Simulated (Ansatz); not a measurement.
GaSb, 2 atoms in the cell. It takes space group I-4m2 (No. 119, tetragonal). The conventional cell has a = 5.507 Å, b = 5.507 Å, c = 3.181 Å, α = 90.00°, β = 90.00°, γ = 90.00°. Around Sb (site symmetry -4m2) lie 4 Ga at 2.87 Å and 2 Sb at 3.18 Å. Ga (site symmetry -4m2) is surrounded by 4 Sb at 2.87 Å and 2 Ga at 3.18 Å. Measurements of this composition are mostly on another form, of space group No. 216.

- Program: Ansatz 0.2.0
- Task: single point
- Functional: HSE06 form with a typed share of exact exchange
- Potentials or basis: Ansatz PAW
- Cutoff: 420 eV (not typed: the program's choice for these potentials)
- k mesh: 5 × 5 × 5
- Occupations: fermi-dirac, width 0.05 eV
- Spin: no spin polarisation
- Screening (1/Å): 0.4
- Share of exact exchange: 0.25

Hardware: 1 × NVIDIA H100 80GB HBM3 with 2 threads of AMD EPYC 7R13 Processor (Zen 3) (shared host).

Task: Estimate the wall time of this run.

Result: Wall time 16 s on 1 × NVIDIA H100 80GB HBM3 with 2 threads of AMD EPYC 7R13 Processor (Zen 3) (shared host), peak memory 2.2 GiB. Counts: scf iterations 18, plane waves 941, k points 18, bands 18.
